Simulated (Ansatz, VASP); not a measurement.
## Two plane-wave programs on BiTe

```
Bi Te
1.0
     0.00000   -3.19715   -3.19715
     0.00000    3.19715   -3.19715
     6.39431    0.00000    0.00000
Bi Te
2 2
Direct
  0.50129 0.51882 0.50006
  0.99870 0.98119 0.99994
  0.49806 0.46641 0.00007
  0.00195 0.03359 0.49993
```

Change from the starting cell: all atoms moved at random, sigma 0.02 Å a component; relaxed back.

Alike in both runs: functional PBEsol; k mesh 8 × 8 × 6; occupations gaussian, width 0.15 eV; no spin polarisation.

Ansatz relaxed the structure, and its values are those at the end. VASP's run is a single point on that final structure, the one shown.

|  | VASP | Ansatz |
| --- | --- | --- |
| version | VASP 6.6.1 | Ansatz 0.2.0 |
| potentials or method | VASP PAW PBE potentials, release 64 (Bi_d, Te) | scalar-relativistic, plane waves, PAW |
| plane-wave cutoff (eV) | 520 | 420 |
| valence electrons in the cell | 42 | 62 |

|  | VASP | Ansatz | Ansatz less VASP |
| --- | --- | --- | --- |
| gap on the k mesh at the Fermi level (eV) | none | none | - |
| pressure (GPa) | 0.0 | 0.0 | 0.00 |
| rms of the force components (eV/Å) | 0.005 | 0.004 | -0.0008 |

A gap of «none» marks a metal or a gap that the smearing closes. The two sets of potentials don't hold the same shells in valence. Ansatz warned: «stress_scf_threshold_loose».

Caveats: the PAW data sets were made with another functional, which shifts forces and pressure a little (VASP); spin-orbit coupling is left out, which moves the levels of the heavy elements.
